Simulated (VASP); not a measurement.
ZrSe2:

```
Zr Se
1.0
     3.79800    0.00000    0.00000
    -1.89900    3.28916    0.00000
     0.00000    0.00000    6.19200
Zr Se
1 2
Direct
  0.00000 0.00000 0.00000
  0.66667 0.33333 0.75000
  0.33333 0.66667 0.25000
```

Base run:

| Item | Value |
| --- | --- |
| Program | VASP 6.6.1 |
| Functional | TB-mBJ |
| Potentials or basis | VASP PAW PBE potentials, release 64 (Zr_sv, Se) |
| Cutoff | 520 eV |
| k mesh | 8 × 8 × 6 |
| Occupations | gaussian, width 0.02 eV |
| Spin | no spin polarisation |

Its results: band gap on the k mesh 0.81 eV, indirect (least direct gap 1.40 eV).

Task: The run is repeated on the same cell with these changes: functional from TB-mBJ to r2SCAN. What comes out?

Result: Band gap on the k mesh 0.68 eV, indirect (least direct gap 1.35 eV).
